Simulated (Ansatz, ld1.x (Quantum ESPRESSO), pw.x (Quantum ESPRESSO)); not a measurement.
Which Hf potential is closest to all-electron in the fcc crystal?

All use PBE, scalar-relativistic, no spin, cutoffs from each file’s atomic test, pw.x 7.5; 13³ k-points, Fermi–Dirac smearing 0.01 Ry. Δ is the rms difference from all-electron LAPW of the E(V) curves that follow from fits to the pressures, over ±6 % in volume. Mesh and smearing are coarse and serve the comparison alone. The files are a selection: those with a ghost or negative overlap were mostly not run, and those with noisy or unconverged pressures or nearly equal Δ are left out.

All-electron: a0 = 4.490 Å (V0 = 22.63 Å³/atom), B0 = 101.6 GPa.

**Question.** Rank them by Δ, smallest first.
A. PAW, ld1.x (Quantum ESPRESSO) 7.5, PBE; core [Kr] 4d10 4f14, reference 5s2 5p6 5d2 6s2 6p0; waves: 5s (bound): rcut 1.70, rcutus 2.15 bohr; 6s (bound): rcut 1.70, rcutus 2.15 bohr; 5p (bound): rcut 1.75, rcutus 2.10 bohr; 6p (bound, empty): rcut 1.75, rcutus 2.10 bohr; 5d (bound): rcut 2.40, rcutus 2.95 bohr; 5d channel at 0.45 Ry: rcut 2.40, rcutus 2.95 bohr; local part: all-electron potential smoothed inside 2.85 bohr (lloc = -2); core correction: Bessel-smoothed model core inside 1.05 bohr; augmentation: BESSEL, radius 1.60 bohr.
B. norm-conserving RRKJ (Kleinman–Bylander form), ld1.x (Quantum ESPRESSO) 7.5, PBE; core [Xe] 4f14, reference 5d2 6s2 6p0; waves: 6p (bound, empty): rc 3.35 bohr; 5d (bound): rc 2.75 bohr; 5f channel at 0.2 Ry: rc 3.60 bohr; 6s (bound): rc 2.15 bohr; local part: the s channel; core correction: a·sin(br)/r model core inside 1.35 bohr; rho0 0.01.
C. norm-conserving Troullier–Martins (Kleinman–Bylander form), ld1.x (Quantum ESPRESSO) 7.5, PBE; core [Xe] 4f14, reference 5d2 6s1 6p1; waves: 6p (bound): rc 4.20 bohr; 5d (bound): rc 1.95 bohr; 6s (bound): rc 3.05 bohr; local part: the s channel; core correction: none.

**Answer.** A (3.6 meV/atom), B (6.8 meV/atom), C (22.9 meV/atom).
